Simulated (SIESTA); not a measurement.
Runs of SIESTA 5.4.2 on SiO2. It takes space group Fddd (No. 70, orthorhombic). Conventional cell: a = 4.719 Å, b = 9.433 Å, c = 14.726 Å, α = 90.00°, β = 90.00°, γ = 90.00°. Around Si (site symmetry 2) lie 4 O at 1.60 to 1.62 Å. Around O (site symmetry 2) lie 2 Si at 1.62 Å. O (site symmetry -1) is surrounded by 2 Si at 1.60 Å. The cell comes from a database or a generator and needn't be the stable form of this composition.

```tsv
task	level	potentials or basis	k mesh	gap on the mesh (eV)	pressure (GPa)	V0 of scaled cells (Å³/atom)	B0 (GPa)	largest force (eV/Å)
band structure	PBEsol	PseudoDojo 0.4 standard (PBEsol files), DZP (energy shift 0.003 Ry)	7 × 7 × 7	5.86	4.5	-	-	0.62
equation of state	LDA	PseudoDojo 0.4 standard (LDA files), DZP (energy shift 0.003 Ry)	5 × 5 × 5	-	-	(a)	175	-
band structure	LDA	PseudoDojo 0.4 standard (LDA files), DZP (energy shift 0.003 Ry)	7 × 7 × 7	5.78	-0.4	-	-	0.25
equation of state	PBEsol	PseudoDojo 0.4 standard (PBEsol files), DZP (energy shift 0.003 Ry)	5 × 5 × 5	-	-	14.02	(b)	-
```

Alike in all rows: no spin polarisation; cell as given; smearing fermi-dirac 0.05 eV; grid cutoff 800 Ry; energy shift 0.003 Ry.

Question: Fill in the values left out.

Answer: (a) 13.63; (b) 165.

Caveats: the basis of atomic orbitals isn't converged, which shifts pressures, moduli and gaps; the cell was scaled at fixed shape and fractional positions, which overstates the stiffness of a crystal with free parameters, most of all of layers and chains (some runs).

A k mesh can miss the band edges.

Not every run made on this cell is shown here.
